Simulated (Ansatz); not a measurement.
**Residual resistivity of an alloy: Pt(111) with 4 layers of random Pt-Re, 2x2**

How strongly does chemical disorder scatter in Pt(111) with 4 layers of random Pt-Re, 2x2?

Program: Ansatz 0.2.0. Level of theory: Ansatz plane-wave DFT, PBE, PAW files; ballistic transport by layer matching (Landauer), zero bias; PAW set soft_1. Results are calculated unless marked as measured.

Report form: the programs' logs are mostly left out.

### 1. The structure

The cell holds 40 atoms: 38 Pt and 2 Re. Cell: a = 5.546 Å, b = 5.546 Å, c = 22.699 Å, α = 93.5°, β = 86.5°, γ = 120.0°. It derives from Pt. Regions: lead, 24 atoms (24 Pt); scattering region, 16 atoms (14 Pt and 2 Re). The structure is stacked along c, and the current runs across the ab planes.

### 2. With 4 alloy layers

In 4 layers a share of 0.125 of the sites is given to Re at random. The layers about the cell's end stay perfect and serve as the lead. Energies from -0.05 to 0.05 eV in steps of 0.05 eV are too few for the program's thermal sum, so it prints no conductance; for a metal the transmission near the Fermi level serves, at a fraction of the cost.

Input file input.yaml:

```yaml
crystal:
  lattice:
    - [5.5462627489, 0.0, 0.0]
    - [-2.7731313745, 4.8032044366, 0.0]
    - [1.3865656872, -0.8005340728, 22.6425228571]
  atoms:
    - { symbol: Pt, position: [0.9916666667, 0.0083333333, 0.05] }
    - { symbol: Pt, position: [0.9916666667, 0.5083333333, 0.05] }
    - { symbol: Pt, position: [0.4916666667, 0.0083333333, 0.05] }
    - { symbol: Pt, position: [0.4916666667, 0.5083333333, 0.05] }
    - { symbol: Pt, position: [0.1416666667, 0.3583333333, 0.15] }
    - { symbol: Pt, position: [0.1416666667, 0.8583333333, 0.15] }
    - { symbol: Pt, position: [0.6416666667, 0.3583333333, 0.15] }
    - { symbol: Pt, position: [0.6416666667, 0.8583333333, 0.15] }
[... 28 atom lines left out ...]
    - { symbol: Pt, position: [0.8416666667, 0.1583333333, 0.95] }
    - { symbol: Pt, position: [0.8416666667, 0.6583333333, 0.95] }
    - { symbol: Pt, position: [0.3416666667, 0.1583333333, 0.95] }
    - { symbol: Pt, position: [0.3416666667, 0.6583333333, 0.95] }
kpoints:
  mp_grid: { grid: [5, 5, 1] }
hamiltonian:
  xc: pbe
  pseudopotentials: { kind: paw, azcp: { folder: soft_1 } }
scf:
  occupations: { method: fermi_dirac, width: 0.1 }
output:
  transmission:
    leads: [[0, 4]]
    kmesh: [10, 10]
    e_range: [-0.05, 0.05]
    de: 0.05
  write_potential: true
  write_density: true
  volumetric_format: npy
```

Run with:

```sh
$ ansatz run input.yaml --threads 4 --pin off --max-ram 15360MiB --backend cpu --events-out ev --progress --plain --runs-dir out
```

Run time: 3.9 min. Hardware: 4 threads of Intel Xeon Platinum 8488C (Sapphire Rapids), shared host; peak memory 4.8 GiB.

This step gave:

```yaml
free_energy: -497677.9812 eV
energy_at_zero_smearing: -497676.9702 eV
fermi_energy: 23.49 eV
cell_area: 26.64 Å²
transmission_per_spin_nearest_the_fermi_level: 3.229
open_channels_per_spin_nearest_the_fermi_level: 6.89
step_of_the_lead_s_potential: 6.1 meV
```

Per spin. Table of transmission, zone mean by energy, zero at the Fermi level:

```
energy (eV)  transmission, zone mean
    -0.0500                     3.47
     0.0000                     3.23
     0.0500                     2.91
```

Per spin. Table of open channels, zone mean, lead by energy, zero at the Fermi level:

```
energy (eV)  open channels, zone mean, lead
    -0.0500                            7.16
     0.0000                            6.89
     0.0500                            6.21
```

Transmission over k1 and k2. At 0.0000 eV from the Fermi level.

Values, 10 rows by 10 columns:
```
4.32 4.77 3.72 3.03 2.89 4.26 3.95 1.96 0.79 1.71
2.22 3.72 3.89 3.55 2.96 3.66 4.16 2.97 0.78 0.79
2.77 3.03 3.55 4.59 2.59 4.00 3.60 3.38 2.97 1.96
3.59 2.89 2.96 2.59 3.72 3.50 1.46 3.60 4.16 3.95
4.42 4.26 3.66 4.00 3.50 2.99 3.50 4.00 3.66 4.26
3.59 3.95 4.16 3.60 1.46 3.50 3.72 2.59 2.96 2.89
2.77 1.96 2.97 3.38 3.60 4.00 2.59 4.59 3.55 3.03
2.22 0.79 0.78 2.97 4.16 3.66 2.96 3.55 3.89 3.72
4.32 1.71 0.79 1.96 3.95 4.26 2.89 3.03 3.72 4.77
4.51 4.32 2.22 2.77 3.59 4.42 3.59 2.77 2.22 4.32
```
Columns: k1 (b1) from -0.5 to 0.4; rows upwards: k2 (b2) from -0.5 to 0.4.

Open channels over k1 and k2. At 0.0000 eV from the Fermi level.

Ten even steps from '0' (3.0) to '9' (10.0):
```
9744479101
4475574400
4458185441
9451881549
9778828877
9945188154
4144581854
4004475574
9101974447
9944999449
```
Columns: k1 (b1) from -0.5 to 0.4; rows upwards: k2 (b2) from -0.5 to 0.4.

Over the solved energies the transmission per spin lies between 2.91 and 3.47, out of 6.75 channels of the lead on average (up to 7.16).

### 3. With 8 alloy layers

In 8 layers a share of 0.125 of the sites is given to Re at random. A fresh draw is used; the growth of the resistance with length is what counts.

System of this step: Pt(111) with 8 layers of random Pt-Re, 2x2. The cell holds 56 atoms: 52 Pt and 4 Re. Its edges and angles: a = 5.546 Å, b = 5.546 Å, c = 31.740 Å, α = 87.5°, β = 92.5°, γ = 120.0°. It derives from Pt. Regions: lead, 24 atoms (24 Pt); scattering region, 32 atoms (28 Pt and 4 Re). The structure is stacked along c, and the current runs across the ab planes.

Input file input.yaml:

```yaml
crystal:
  lattice:
    - [5.5462627489, 0.0, 0.0]
    - [-2.7731313745, 4.8032044366, 0.0]
    - [-1.3865656872, 0.8005340728, 31.6995319999]
  atoms:
    - { symbol: Pt, position: [0.005952381, 0.994047619, 0.0357142857] }
    - { symbol: Pt, position: [0.005952381, 0.494047619, 0.0357142857] }
    - { symbol: Pt, position: [0.505952381, 0.994047619, 0.0357142857] }
    - { symbol: Pt, position: [0.505952381, 0.494047619, 0.0357142857] }
    - { symbol: Pt, position: [0.1845238095, 0.3154761905, 0.1071428571] }
    - { symbol: Pt, position: [0.1845238095, 0.8154761905, 0.1071428571] }
    - { symbol: Pt, position: [0.6845238095, 0.3154761905, 0.1071428571] }
    - { symbol: Pt, position: [0.6845238095, 0.8154761905, 0.1071428571] }
[... 44 atom lines left out ...]
    - { symbol: Pt, position: [0.3273809524, 0.1726190476, 0.9642857143] }
    - { symbol: Pt, position: [0.3273809524, 0.6726190476, 0.9642857143] }
    - { symbol: Pt, position: [0.8273809524, 0.1726190476, 0.9642857143] }
    - { symbol: Pt, position: [0.8273809524, 0.6726190476, 0.9642857143] }
kpoints:
  mp_grid: { grid: [5, 5, 1] }
hamiltonian:
  xc: pbe
  pseudopotentials: { kind: paw, azcp: { folder: soft_1 } }
scf:
  occupations: { method: fermi_dirac, width: 0.1 }
output:
  transmission:
    leads: [[0, 4]]
    kmesh: [10, 10]
    e_range: [-0.05, 0.05]
    de: 0.05
  write_potential: true
  write_density: true
  volumetric_format: npy
```

Elapsed: 8 min, on 4 threads; peak memory 8.6 GiB; 29 min of CPU time.

This step gave:

```
free energy                                    : -694762.3714 eV
energy at zero smearing                        : -694761.0263 eV
Fermi energy                                   : 23.54 eV
transmission per spin nearest the Fermi level  : 2.228
open channels per spin nearest the Fermi level : 6.72
step of the lead's potential                   : 28.5 meV
```

Per spin. Transmission, zone mean against energy, zero at the Fermi level:

```
energy (eV)  transmission, zone mean
    -0.0500                     2.46
     0.0000                     2.23
     0.0500                     1.90
```

Over the solved energies the transmission per spin lies between 1.90 and 2.46, out of 6.73 channels of the lead on average (up to 7.08). The log calls the step of a lead's potential too much.

### 4. With 12 alloy layers

In 12 layers a share of 0.125 of the sites is given to Re at random. A fresh draw is used; the growth of the resistance with length is what counts.

System of this step: Pt(111) with 12 layers of random Pt-Re, 2x2. The cell holds 72 atoms: 66 Pt and 6 Re. Its edges and angles: a = 5.546 Å, b = 5.546 Å, c = 40.757 Å, α = 90.0°, β = 90.0°, γ = 120.0°. It derives from Pt. Regions: lead, 24 atoms (24 Pt); scattering region, 48 atoms (42 Pt and 6 Re). The structure is stacked along c, and the current runs across the ab planes.

Input file input.yaml:

```yaml
crystal:
  lattice:
    - [5.5462627489, 0.0, 0.0]
    - [-2.7731313745, 4.8032044366, 0.0]
    - [0.0, 0.0, 40.7565411427]
  atoms:
    - { symbol: Pt, position: [0.0, 0.0, 0.0277777778] }
    - { symbol: Pt, position: [0.0, 0.5, 0.0277777778] }
    - { symbol: Pt, position: [0.5, 0.0, 0.0277777778] }
    - { symbol: Pt, position: [0.5, 0.5, 0.0277777778] }
    - { symbol: Pt, position: [0.1666666667, 0.3333333333, 0.0833333333] }
    - { symbol: Pt, position: [0.1666666667, 0.8333333333, 0.0833333333] }
    - { symbol: Pt, position: [0.6666666667, 0.3333333333, 0.0833333333] }
    - { symbol: Pt, position: [0.6666666667, 0.8333333333, 0.0833333333] }
[... 60 atom lines left out ...]
    - { symbol: Pt, position: [0.3333333333, 0.1666666667, 0.9722222222] }
    - { symbol: Pt, position: [0.3333333333, 0.6666666667, 0.9722222222] }
    - { symbol: Pt, position: [0.8333333333, 0.1666666667, 0.9722222222] }
    - { symbol: Pt, position: [0.8333333333, 0.6666666667, 0.9722222222] }
kpoints:
  mp_grid: { grid: [5, 5, 1] }
hamiltonian:
  xc: pbe
  pseudopotentials: { kind: paw, azcp: { folder: soft_1 } }
scf:
  occupations: { method: fermi_dirac, width: 0.1 }
output:
  transmission:
    leads: [[0, 4]]
    kmesh: [10, 10]
    e_range: [-0.05, 0.05]
    de: 0.05
  write_potential: true
  write_density: true
  volumetric_format: npy
```

Wall time 21 min (4 threads); peak memory 8.4 GiB.

Numbers from this step:

```yaml
free_energy: -891847.0631 eV
energy_at_zero_smearing: -891845.3694 eV
fermi_energy: 23.55 eV
transmission_per_spin_nearest_the_fermi_level: 1.762
open_channels_per_spin_nearest_the_fermi_level: 6.89
step_of_the_lead_s_potential: 4.2 meV
```

Per spin. Table of transmission, zone mean by energy, zero at the Fermi level:

```
energy (eV)  transmission, zone mean
    -0.0500                     1.86
     0.0000                     1.76
     0.0500                     1.64
```

Over the solved energies the transmission per spin lies between 1.64 and 1.86, out of 6.75 channels of the lead on average (up to 7.14).

### 5. Resistance against length

This step: Ansatz plane-wave DFT, PBE, PAW files; ballistic transport by layer matching (Landauer), zero bias; residual resistivity from the slope of the area resistance, atoms on the host's lattice; PAW set soft_1 (Ansatz 0.2.0).

This step gave:

```yaml
resistivity: 48.98 µΩ cm
intercept: 0.1355 fΩ m²
scatter_about_the_fit: 0.02125 fΩ m²
```

Resistance, by row:

```
run  length (Å)      T  channels N  RA (fΩ m²)
 n4       9.057  3.204       6.753      0.5641
 n8       18.11  2.199        6.73       1.053
n12       27.17  1.753       6.747       1.451
```

The area resistance by length of the alloy:

```
length of the alloy (Å)  area resistance (fΩ m²)
                   9.06                    0.564
                  18.11                     1.05
                  27.17                     1.45
```

The area resistance goes from 0.56 to 1.5 fΩ m² between 9.1 and 27.2 Å, a slope of 49 µΩ cm.

By hand from the end points: (1.451 − 0.5641) fΩ m² / (27.17 − 9.06) Å = 49 µΩ cm, since 1 fΩ m² per Å is 1000 µΩ cm.

### 6. Outcome

| Quantity | Value |
| --- | --- |
| resistivity from the slope | 49.0 µΩ cm |
| area resistance over 9.06 Å | 0.564 fΩ m² |
| area resistance over 18.1 Å | 1.05 fΩ m² |
| area resistance over 27.2 Å | 1.45 fΩ m² |

The slope gives 49 µΩ cm. The points scatter by 0.021 fΩ m² about the line, with one random draw a length in a 2x2 cell, so the slope is a rough value. Read with a model of isotropic scattering on a spherical Fermi surface and the lead's 2.0×10¹⁵ S/m², this slope means a mean free path near 7.8 Å; over these lengths the model's slope is within 3 % of its bulk resistivity. The draw over the shortest length came out nearly ordered, with 8 symmetry operations, so that point is a poor sample of a random alloy. The atoms sit on the host's lattice, so scattering by size misfit is left out. Spin-orbit coupling is left out, which matters for Pt and Re. A lead's potential steps by up to 28 meV from period to period, which the log calls too much, so longer leads could move the result.

[Logs are printed without paths, hosts, clocks, repeated set-up lines and the standing remarks that a program may print on its own settings, such as how far it seeks lower states.]

[Hosts, paths, dates, database ids (printed as entryN), source tags and the programs' standing remarks are cut or masked in the printed files.]
